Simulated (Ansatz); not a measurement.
Reactions of `FC(F)(F)C(Cl)Cl`.

Program: Ansatz. Geometries: PBE0-D4/def2-TZVP. ΔE: electronic, gas phase. CBS: MP2 limit from def2 TZ/QZ plus the TZ coupled-cluster correction, frozen cores. This one scheme is used for every species, atoms too. DFT in def2-TZVPP. B3LYP here is the variant with VWN-RPA as its local correlation; programs differ in this. Open shells (•) are unrestricted, without spin–orbit coupling. Spin–orbit coupling would lower the free atoms: a little for C, Cl, F. def2 core potentials past Kr. For I, Se outer-core shells are correlated without core-valence functions, so the limit isn't a true one: a few kJ/mol of doubt a bond, and 10 to 20 or more in all where bonds break to atoms. Scalar relativity is left out up to krypton. Each species was taken in one conformer, which may not be the lowest.

```tsv
reaction	r2SCAN-D4 (kJ/mol)	B3LYP-D4 (kJ/mol)	ωB97M-V (kJ/mol)	CCSD(T)/CBS(def2) (kJ/mol)
`FC(F)(F)C(Cl)Cl` + H₂ → `ClCCl` + `FC(F)F`	-55	-66	-58	-61
`FC(F)(F)C(Cl)Cl` → `Cl[C]Cl` + `FC(F)F`	297	282	300	295
`FC(F)(F)C(Cl)Cl` → 2 C• + 2 Cl• + 3 F• + H•	2986	2912	2974	2950
`FC(F)(F)C(Cl)Cl` + H₂ → `FC(F)C(Cl)Cl` + H–F	-41	-53	-48	-62
`FC(F)(F)C(Cl)Cl` + H–F → `FC(Cl)C(F)(F)F` + HCl	-3	0	1	13
`FC(F)(F)C(Cl)Cl` → `FC(Cl)Cl` + `F[C]F`	296	274	281	286
`FC(F)(F)C(Cl)Cl` + `C=CCS` → `C=CCSC(F)(F)F` + `ClCCl`	1	-1	4	6
`FC(F)(F)C(Cl)Cl` + `C[SeH]` → `C[Se]C(F)(F)F` + `ClCCl`	7	3	10	10
`FC(F)(F)C(Cl)Cl` + HI → `ClC(Cl)I` + `FC(F)F`	32	21	35	22
```

Largest T1 diagnostic: 0.020, for `Cl[C]Cl`.
